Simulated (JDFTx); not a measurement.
TePb, 2 atoms in the cell. The structure is cubic, space group Fm-3m (No. 225). Conventional cell: a = 6.462 Å, b = 6.462 Å, c = 6.462 Å, α = 90.00°, β = 90.00°, γ = 90.00°. Pb (site symmetry m-3m) is surrounded by 6 Te at 3.23 Å. Around Te (site symmetry m-3m) lie 6 Pb at 3.23 Å. 

```yaml
Program: JDFTx 1.7.0 (patched build)
Task: band structure
Functional: PBEsol
Potentials_or_basis: PseudoDojo-SR-PBEsol-0.4.1-standard with smoothed tails
Cutoff: 1088 eV
Density_cutoff: 8708 eV
k_mesh: 7 × 7 × 7
Occupations: fermi-dirac, width 0.05 eV
Spin: no spin polarisation
Band_ratio_of_the_Davidson_solver: 1.3
Local_potential_set_to_-Z/r_beyond: 6 bohr
Bands: 22
Density_cutoff_over_wavefunction_cutoff: 8
Max_SCF_steps: 30
SCF_threshold_on_the_energy: 1e-06 Ha
Solver_of_the_electrons: minimize
Further_solve_for_the_empty_bands: no
Start: density of an earlier self-consistent run, held fixed
Path: G-X-W-K-G-L-U-W-L-K-U-X
```

Potentials or basis: PseudoDojo-SR-PBEsol-0.4.1-standard with smoothed tails.

Run with:

```console
$ jdftx -c 1 -i bands.in -o bands.out
```

Hardware: 1 thread of Arm Neoverse V1, with other jobs on the host.

Problem. Estimate the wall time of this run.

Solution. It took 79 s on 1 thread of Arm Neoverse V1, with other jobs on the host, peak memory 0.19 GiB. Counts: scf iterations 0, bands 22, plane waves 5505.
